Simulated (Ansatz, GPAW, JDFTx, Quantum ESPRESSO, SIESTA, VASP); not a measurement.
# Si: programs and potentials compared

```
CELL_PARAMETERS angstrom
0.00000 2.72185 2.72185
2.72185 0.00000 2.72185
2.72185 2.72185 0.00000
ATOMIC_POSITIONS crystal
Si 0.50000 0.50000 0.50000
Si 0.75000 0.75000 0.75000
```

Alike in all runs: task band structure; functional PBE; k mesh 8 × 8 × 8; occupations fermi-dirac, width 0.05 eV; no spin polarisation; no spin-orbit coupling. Pressure is positive in compression and, in plane waves, holds the error of the finite cutoff, which Ansatz's Pulay term estimates and takes out. Gaps are the smaller of the mesh's and the band path's.

```csv
program and potentials,plane-wave cutoff (eV),notes,band gap (eV),pressure (GPa)
"Ansatz, Ansatz PAW polarizable",420,Pulay term of +0.02 GPa included,0.58,1.34
"Ansatz, Ansatz PAW",420,Pulay term of +0.02 GPa included,0.58,1.34
"SIESTA, files PseudoDojo sr-pbe-0.4.1-standard, DZP (energy shift 0.002 Ry)",-,atomic basis,0.59,2.60
"GPAW, SG15 ONCV 1.2",1100,-,0.57,1.67
"VASP, PBE PAW files Si, release 54, 500 eV",500,-,?,?
"Ansatz, Ansatz PAW (files of its older set among them)",460,Pulay term of +0.02 GPa included,0.59,1.33
"JDFTx, PseudoDojo-SR-PBE-0.5-standard",490,-,0.58,-
"Ansatz, SPMS NC",408,Pulay term of +0.07 GPa included,0.58,1.30
"GPAW, GPAW PAW data sets (gpaw-data 1.2.1)",600,-,0.58,1.61
"Quantum ESPRESSO, PseudoDojo 0.4.1 SR PBE standard",490,-,0.59,1.25
"SIESTA, files PseudoDojo sr-pbe-0.4.1-standard, TZP (energy shift 0.002 Ry)",-,atomic basis,0.59,2.32
```

**Question.** Estimate from the other rows what the run with VASP, PBE PAW files Si, release 54, 500 eV gave.

**Answer.** Band gap 0.59 eV; pressure 1.26 GPa. The other rows, which needn't bracket it: band gap 0.57 to 0.59; pressure 1.25 to 2.60.
